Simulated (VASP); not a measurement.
# Ga2O3 (C2/m) in VASP: settings compared, part 2 of 2

VASP 6.6.1. Earlier steps stand in the parts before.

### 3 Relaxation of cell and atoms, PBEsol

This run uses another cell than the first one, of 10.44 Å³/atom, 1.015 times its volume.

Input file INCAR:

```
ALGO     = Normal         # electronic algorithm
EDIFF    = 1E-6           # SCF threshold, eV
EDIFFG   = -0.01          # ionic threshold
ENCUT    = 600            # plane-wave cutoff, eV
GGA      = PS             # functional
IBRION   = 2              # ionic algorithm
ISIF     = 3              # what is computed and relaxed
ISMEAR   = 0              # smearing method
KPAR     = 8            
LASPH    = T              # aspherical terms in the spheres
LCHARG   = F              # write CHGCAR
LREAL    = F              # projectors in reciprocal space
LWAVE    = F              # write WAVECAR
NELM     = 80             # most SCF steps
NSW      = 90             # ionic steps
PREC     = Accurate       # precision mode
SIGMA    = 0.03           # smearing width, eV
```

Input file KPOINTS:

```
k-points
0
Gamma
  10 10 6
```

Input file POSCAR:

```
Ga2O3
1.0
    6.1070000000     -1.5185500000      0.0000000000
    6.1070000000      1.5185500000      0.0000000000
   -1.3859888959      0.0000000000      5.6300087380
Ga O
4 6
Direct
    0.0905000000      0.0905000000      0.7946000000
    0.9095000000      0.9095000000      0.2054000000
    0.6586600000      0.6586600000      0.3140200000
    0.3413400000      0.3413400000      0.6859800000
    0.1645000000      0.1645000000      0.1098000000
    0.8355000000      0.8355000000      0.8902000000
    0.1733000000      0.1733000000      0.5632000000
    0.8267000000      0.8267000000      0.4368000000
    0.4959000000      0.4959000000      0.2566000000
    0.5041000000      0.5041000000      0.7434000000
```

Potentials or basis: VASP PAW PBE potentials, release 64 (Ga_d, O).

The run is started by

```console
> cat potpaw_PBE.64/Ga_d/POTCAR potpaw_PBE.64/O/POTCAR > POTCAR
> mpirun -np 8 vasp_std > vasp.out
```

OUTCAR:

```text
EDIFF = 1E-6
   EDIFFG = -0.01
   ENCUT = 600
   GGA = PS
   IBRION = 2
   ISIF = 3
   ISMEAR = 0
   LASPH = T
   LREAL = F
   NELM = 80
   NSW = 90
   PREC = Accurate

 ion  position               nearest neighbor table
   1  0.090  0.090  0.795-  10 1.83  10 1.83   5 1.83   7 1.86
   2  0.910  0.910  0.205-   9 1.83   9 1.83   6 1.83   8 1.86
   3  0.659  0.659  0.314-   9 1.94   5 1.94   5 1.94   8 2.01   7 2.07   7 2.07
   4  0.341  0.341  0.686-  10 1.94   6 1.94   6 1.94   7 2.01   8 2.07   8 2.07
   5  0.164  0.164  0.110-   1 1.83   3 1.94   3 1.94
   6  0.836  0.836  0.890-   2 1.83   4 1.94   4 1.94
   7  0.173  0.173  0.563-   1 1.86   4 2.01   3 2.07   3 2.07
   8  0.827  0.827  0.437-   2 1.86   3 2.01   4 2.07   4 2.07
   9  0.496  0.496  0.257-   2 1.83   2 1.83   3 1.94
  10  0.504  0.504  0.743-   1 1.83   1 1.83   4 1.94

  LATTYP: Found a base centered monoclinic cell.
 ALAT       =    12.2140000000
 B/A-ratio  =     0.2486572785
 C/A-ratio  =     0.4747093499
 COS(beta)  =    -0.2390419096

  Lattice vectors:

 A1 = (   6.1070000000,  -1.5185500000,   0.0000000000)
 A2 = (   6.1070000000,   1.5185500000,   0.0000000000)
 A3 = (  -1.3859888959,   0.0000000000,   5.6300087380)

Analysis of symmetry for initial positions (statically):
=====================================================================
 Subroutine PRICEL returns:
 Original cell was already a primitive cell.

 Routine SETGRP: Setting up the symmetry group for a
 base centered monoclinic supercell.

 Subroutine GETGRP returns: Found  4 space group operations
 (whereof  4 operations were pure point group operations)
 out of a pool of  4 trial point group operations.

The static configuration has the point symmetry C_2h.

Analysis of symmetry for dynamics (positions and initial velocities):
=====================================================================
 Subroutine PRICEL returns:
 Original cell was already a primitive cell.

 Routine SETGRP: Setting up the symmetry group for a
 base centered monoclinic supercell.

 Subroutine GETGRP returns: Found  4 space group operations
 (whereof  4 operations were pure point group operations)
 out of a pool of  4 trial point group operations.

The dynamic configuration has the point symmetry C_2h.

 Subroutine INISYM returns: Found  4 space group operations
 (whereof  4 operations are pure point group operations),
 and found     1 'primitive' translations

----------------------------------------------------------------------------------------

                                     Primitive cell

  volume of cell :     104.4230

  direct lattice vectors                    reciprocal lattice vectors
     6.107000000 -1.518550000  0.000000000     0.081873260 -0.329261467  0.020155462
     6.107000000  1.518550000  0.000000000     0.081873260  0.329261467  0.020155462
    -1.385988896  0.000000000  5.630008738     0.000000000  0.000000000  0.177619618

  length of vectors
     6.292967750  6.292967750  5.798100000     0.339886138  0.339886138  0.177619618

  position of ions in fractional coordinates (direct lattice)
     0.090500000  0.090500000  0.794600000
     0.909500000  0.909500000  0.205400000
     0.658660000  0.658660000  0.314020000
     0.341340000  0.341340000  0.685980000
     0.164500000  0.164500000  0.109800000
     0.835500000  0.835500000  0.890200000
     0.173300000  0.173300000  0.563200000
[... 86 lines left out ...]
   ENCUT  =  600.0 eV  44.10 Ry    6.64 a.u.  12.57 12.57 11.58*2*pi/ulx,y,z
   NELM   =     80;   NELMIN=  2; NELMDL= -5     # of ELM steps
   EDIFF  = 0.1E-05   stopping-criterion for ELM
   LREAL  =      F    real-space projection
   EDIFFG = -.1E-01   stopping-criterion for IOM
   NSW    =     90    number of steps for IOM
   IBRION =      2    ionic relax: 0-MD 1-quasi-New 2-CG
   NFREE  =      1    steps in history (QN), initial steepest desc. (CG)
   ISIF   =      3    stress and relaxation
   ISYM   =      2    0-nonsym 1-usesym 2-fastsym
   POTIM  = 0.5000    time-step for ionic-motion
   TEBEG  =    0.0;   TEEND  =   0.0 temperature during run
   PSTRESS=    0.0 pullay stress
   NELECT =      88.0000    total number of electrons
   NUPDOWN=      -1.0000    fix difference up-down
   EMIN   =  10.00;   EMAX   =-10.00  energy-range for DOS
   EFERMI =   0.00;   METHOD = LEGACY
   ISMEAR =     0;   SIGMA  =   0.03  broadening in eV -4-tet -1-fermi 0-gaus
   EFERMI_NEDOS =   21; number of points for ismear=-14 and -15
   IALGO  =     38    algorithm
   IMIX   =      4    mixing-type and parameters
     AMIX     =   0.40;   BMIX     =  1.00
     AMIX_MAG =   1.60;   BMIX_MAG =  1.00
  volume/ion in A,a.u.               =      10.44        70.47
  Fermi-wavevector in a.u.,A,eV,Ry     =   1.546335  2.922150 32.533613  2.391153
  Thomas-Fermi vector in A             =   2.651586
   LORBIT       =      0    0 simple, 1 ext, 2 COOP (PROOUT), +10 PAW based schemes
   GGA     = PS    functional components
   LHFCALC =     F    Hartree Fock is set to
   AEXX    =    0.0000 exact exchange contribution
   IVDW    =     0    specifies the selected vdW correction
   LEPSILON=     F    determine dielectric tensor
   LRPA    =     F    only Hartree local field effects (RPA)
 conjugate gradient relaxation of ions
 non-spin polarized calculation
 Gauss-broadening in eV      SIGMA  =   0.03
  energy-cutoff  :      600.00
  volume of cell :      104.42
 maximum number of plane-waves:      3516
   NGX = 25   NGY = 25   NGZ = 23

--------------------------------------- Ionic step        1  -------------------------------------------

 number of electron      88.0000002 magnetization

 Free energy of the ion-electron system (eV)
  ---------------------------------------------------
  ext. energy  EPLUGINS =         0.00000000
  ---------------------------------------------------
  free energy    TOTEN  =       -63.89588417 eV

  energy without entropy =      -63.89588417  energy(sigma->0) =      -63.89588417

------------------------ aborting loop because EDIFF is reached ----------------------------------------

  FORCE on cell =-STRESS in cart. coord.  units (eV):
  Direction    XX          YY          ZZ          XY          YZ          ZX
  --------------------------------------------------------------------------------------
  -------------------------------------------------------------------------------------
  Total        1.6285996      1.9339059      1.3415816      0.0000000      0.0000000      0.0438348
  in kB       24.9878469     29.6722068     20.5840862      0.0000000      0.0000000      0.6725635
  external PRESSURE =      25.0813800 kB  Pullay stress =       0.0000000 kB
[... 113 lines left out ...]
  FREE ENERGIE OF THE ION-ELECTRON SYSTEM (eV)
  ---------------------------------------------------
  free  energy   TOTEN  =       -63.9071447336 eV

  energy  without entropy=      -63.9071447336  energy(sigma->0) =      -63.90714473

[... ionic steps 4 to 12 ...]

--------------------------------------- Ionic step       13  -------------------------------------------

 number of electron      88.0000002 magnetization

------------------------ aborting loop because EDIFF is reached ----------------------------------------
[... 83 lines left out ...]
--------------------------------------- Ionic step       15  -------------------------------------------

 number of electron      88.0000003 magnetization

 Free energy of the ion-electron system (eV)
  ---------------------------------------------------
  ext. energy  EPLUGINS =         0.00000000
  ---------------------------------------------------
  free energy    TOTEN  =       -63.90765937 eV

  energy without entropy =      -63.90765937  energy(sigma->0) =      -63.90765937

 E-fermi :   3.8531     XC(G=0): -11.8542

 val. band max:        3.6596326876   @ k =   0.5000   0.4000   0.5000
 cond. band min:       5.8791305208   @ k =   0.0000   0.0000   0.0000
 fundamental gap:      2.2194978332
 Fermi energy:         3.8530551633

 k-point     1 :       0.0000    0.0000    0.0000
  band No.  band energies     occupation
      1     -15.1878      2.00000
      2     -14.0023      2.00000
      3     -13.9812      2.00000
      4     -13.8727      2.00000
      5     -13.3932      2.00000
      6     -13.3845      2.00000
[... 1309 lines left out ...]
     51      12.7306      0.00000
     52      13.3613      0.00000

 [... further k-points ...]

------------------------ aborting loop because EDIFF is reached ----------------------------------------

  FORCE on cell =-STRESS in cart. coord.  units (eV):
  Direction    XX          YY          ZZ          XY          YZ          ZX
  --------------------------------------------------------------------------------------
  -------------------------------------------------------------------------------------
  Total       -0.0474145     -0.0185053     -0.0023485      0.0000000      0.0000000     -0.0201139
  in kB       -0.7188911     -0.2805742     -0.0356075      0.0000000      0.0000000     -0.3049634
  external PRESSURE =      -0.3450242 kB  Pullay stress =       0.0000000 kB
[... 25 lines left out ...]
  FREE ENERGIE OF THE ION-ELECTRON SYSTEM (eV)
  ---------------------------------------------------
  free  energy   TOTEN  =       -63.9076593749 eV

  energy  without entropy=      -63.9076593749  energy(sigma->0) =      -63.90765937

 reached required accuracy - stopping structural energy minimisation
```

Wall time 25 min (8 MPI ranks of Intel Xeon Platinum 8488C (Sapphire Rapids), shared host); peak memory 0.99 GiB.

Results:

```yaml
Free_energy: -63.9077 eV
Relaxed_volume: 10.57 Å³/atom
Relaxed_cell: a = 6.327 Å, b = 6.327 Å, c = 5.810 Å, α = 103.29°, β = 103.29°, γ = 27.88°
Space_group_after_relaxing_to_0.05_Å: C2/m (No. 12)
Energy_gained_by_relaxing: 1.2 meV/atom
Ionic_steps: 15
Pressure_after_relaxing: 0.0 GPa
Largest_force_after_relaxing: 0.007 eV/Å
Band_gap_on_the_k_mesh: 2.22 eV, indirect (least direct gap 2.24 eV)
```

Forces in eV/Å, atoms in the order of the input:
```
Ga  -0.007  0.000  0.000
Ga   0.007  0.000  0.000
Ga   0.007  0.000 -0.003
Ga  -0.007  0.000  0.003
O    0.004  0.000 -0.003
O   -0.004  0.000  0.003
O   -0.004  0.000  0.003
O    0.004  0.000 -0.003
O   -0.003  0.000 -0.004
O    0.003  0.000  0.004
```

Step by step:
```
step  energy change (eV)  largest force (eV/Å)  pressure (GPa)  volume (Å³)
   1              0.0000                0.1136            2.51       104.42
   2             -0.0015                0.1428           -2.30       106.91
   3             -0.0113                0.0455           -0.05       105.71
   4             -0.0113                0.0419            0.06       105.68
   5             -0.0115                0.0221           -0.03       105.72
   6             -0.0115                0.0215            0.00       105.71
   7             -0.0116                0.0173           -0.08       105.73
   8             -0.0117                0.0183           -0.10       105.74
   9             -0.0116                0.0243           -0.17       105.76
  10             -0.0117                0.0195           -0.09       105.75
  11             -0.0117                0.0116            0.01       105.67
  12             -0.0117                0.0115            0.11       105.65
  13             -0.0117                0.0121           -0.02       105.66
  14             -0.0117                0.0111            0.05       105.66
  15             -0.0118                0.0074           -0.03       105.67
```

Final structure:
```
CELL_PARAMETERS angstrom
6.14044 -1.52431 0.00920
6.14044 1.52431 0.00920
-1.38511 0.00000 5.64283
ATOMIC_POSITIONS crystal
Ga 0.09048 0.09048 0.79514
Ga 0.90952 0.90952 0.20486
Ga 0.65864 0.65864 0.31427
Ga 0.34136 0.34136 0.68573
O 0.16516 0.16516 0.10933
O 0.83484 0.83484 0.89067
O 0.17326 0.17326 0.56282
O 0.82674 0.82674 0.43718
O 0.49622 0.49622 0.25609
O 0.50378 0.50378 0.74391
```

Caveat: the PAW data sets were made with another functional, which shifts forces and pressure a little.

### 4 Relaxation of cell and atoms, PBEsol

This run uses another cell than the first one, of 10.57 Å³/atom, 1.027 times its volume.

Edit INCAR of step 3 so:

```diff
@@ -1,4 +1,4 @@
 ALGO     = Normal         # electronic algorithm
-EDIFF    = 1E-6           # SCF threshold, eV
-EDIFFG   = -0.01          # ionic threshold
+EDIFF    = 1E-7           # SCF threshold, eV
+EDIFFG   = -0.005         # ionic threshold
 ENCUT    = 600            # plane-wave cutoff, eV
```

KPOINTS is that of step 3.

Input file POSCAR:

```
Ga2O3                                   
1.0
    6.1404380499     -1.5243098889      0.0091963513
    6.1404380499      1.5243098889      0.0091963513
   -1.3851057369      0.0000000000      5.6428283045
  Ga              O             
     4     6
Direct
     0.0904753735269169    0.0904753735269169    0.7951368453725950
     0.9095246264730830    0.9095246264730830    0.2048631546274051
     0.6586371580245184    0.6586371580245184    0.3142692732939837
     0.3413628419754815    0.3413628419754815    0.6857307267060163
     0.1651575752441642    0.1651575752441642    0.1093266423726181
     0.8348424247558357    0.8348424247558357    0.8906733576273816
     0.1732591667310640    0.1732591667310640    0.5628196193394677
     0.8267408332689361    0.8267408332689361    0.4371803806605322
     0.4962214746299050    0.4962214746299050    0.2560865963588835
     0.5037785253700949    0.5037785253700949    0.7439134036411166
```

The run is started by

```console
> cat potpaw_PBE.64/Ga_d/POTCAR potpaw_PBE.64/O/POTCAR > POTCAR
> mpirun -np 8 vasp_std > vasp.out
```

It took 15 min on 8 MPI ranks of Intel Xeon Platinum 8488C (Sapphire Rapids), shared host; peak memory 1 GiB.

It converged, with:

```
Free energy                            : -63.9109 eV
Relaxed volume                         : 10.56 Å³/atom
Relaxed cell                           : a = 6.324 Å, b = 6.324 Å, c = 5.812 Å, α = 103.31°, β = 103.31°, γ = 27.90°
Space group after relaxing (to 0.05 Å) : C2/m (No. 12)
Energy gained by relaxing              : 0.0 meV/atom
Ionic steps                            : 7
Pressure after relaxing                : 0.0 GPa
Largest force after relaxing           : 0.003 eV/Å
Band gap on the k mesh                 : 2.22 eV, indirect (least direct gap 2.24 eV)
```

Forces in eV/Å, atoms in the order of the input:
```
Ga  -0.001  0.000 -0.001
Ga   0.001  0.000  0.001
Ga   0.001  0.000  0.000
Ga  -0.001  0.000  0.000
O    0.003  0.000 -0.001
O   -0.003  0.000  0.001
O    0.000  0.000 -0.002
O    0.000  0.000  0.002
O    0.000  0.000 -0.002
O    0.000  0.000  0.002
```

Final structure:
```
Ga O
1.0
     6.13721   -1.52457    0.00776
     6.13721    1.52457    0.00776
    -1.38570    0.00000    5.64395
Ga O
4 6
Direct
  0.09045 0.09045 0.79517
  0.90955 0.90955 0.20483
  0.65871 0.65871 0.31416
  0.34129 0.34129 0.68584
  0.16521 0.16521 0.10931
  0.83479 0.83479 0.89069
  0.17321 0.17321 0.56283
  0.82679 0.82679 0.43717
  0.49624 0.49624 0.25600
  0.50376 0.50376 0.74400
```

Levels at points of the mesh, in eV from the valence-band top:
```
           k point  band 40  band 41  band 42  band 43  band 44  band 45  band 46  band 47  band 48  band 49
(0.00, 0.00, 0.00)    -0.70    -0.68    -0.49    -0.29    -0.02     2.22     5.53     6.53     6.57     7.58
(0.50, 0.00, 0.00)    -1.32    -0.77    -0.73    -0.48    -0.12     5.46     6.34     7.06     7.31     7.82
(0.50, 0.50, 0.00)    -1.10    -0.69    -0.69    -0.42    -0.16     4.42     4.66     5.62     6.39     7.77
(0.00, 0.00, 0.50)    -1.43    -0.68    -0.65    -0.51    -0.31     4.61     4.74     6.56     7.03     7.57
(0.50, 0.00, 0.50)    -1.26    -1.11    -1.07    -0.75    -0.66     6.72     6.76     7.66     7.84     8.27
(0.50, 0.50, 0.50)    -0.73    -0.66    -0.62    -0.60    -0.01     5.02     5.15     6.07     6.37     6.81
```

Caveat: the PAW data sets were made with another functional, which shifts forces and pressure a little. A k mesh can miss the band edges.
